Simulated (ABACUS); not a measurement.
SnSe under changes of volume

One of the cells (50.458 Å³/atom); the others are scaled copies at fixed shape and fractional positions:

```
Sn Se
1.0
     4.28533    0.00000    0.00000
     0.00000    4.28533    0.00000
     0.00000    0.00000   10.99069
Sn Se
2 2
Direct
  0.00000 0.50000 0.62777
  0.50000 0.00000 0.37223
  0.00000 0.50000 0.38396
  0.50000 0.00000 0.61604
```

```yaml
Program: ABACUS 3.10.1
Functional: PBE
Potentials_or_basis: PseudoDojo NC SR 0.4.1 PBE standard
Cutoff: 1184 eV
Density_cutoff: 4735 eV
Basis: plane waves
k_mesh: 6 × 6 × 3
Occupations: fermi-dirac, width 0.05 eV
Spin: no spin polarisation
```

```csv
volume (Å³/atom),energy over the lowest point (meV/atom),gap on the mesh (eV),largest force (eV/Å)
47.431,32.75,1.40,0.673
48.440,18.45,1.46,0.530
49.449,8.51,1.51,0.397
50.458,?,?,?
51.468,0.00,1.55,0.167
52.477,0.69,1.56,0.095
53.486,4.25,1.58,0.213
```

**Question.** What does the run at 50.458 Å³/atom give?

**Answer.** Energy over the lowest point 2.49 meV/atom; gap on the mesh 1.53 eV; largest force 0.278 eV/Å.

Worked out: A Birch-Murnaghan fit of order 3 (a polynomial in V^(-2/3)) to the other rows has its minimum at 51.74 Å³/atom with B0 = V·E''(V) = 25 GPa and B' = 4.3 at fixed shape and positions, which overstates the stiffness. It gives 2.49 meV/atom at 50.458 Å³/atom, against the run's 2.49. A parabola through the other rows of the gap, of slope 1.36 eV per unit of ln V there, gives 1.53 eV, against the run's 1.53.

Energies are extrapolated to zero smearing.

Caveats: spin-orbit coupling is left out, which moves the levels of the heavy elements.

A mesh can miss the band edges.
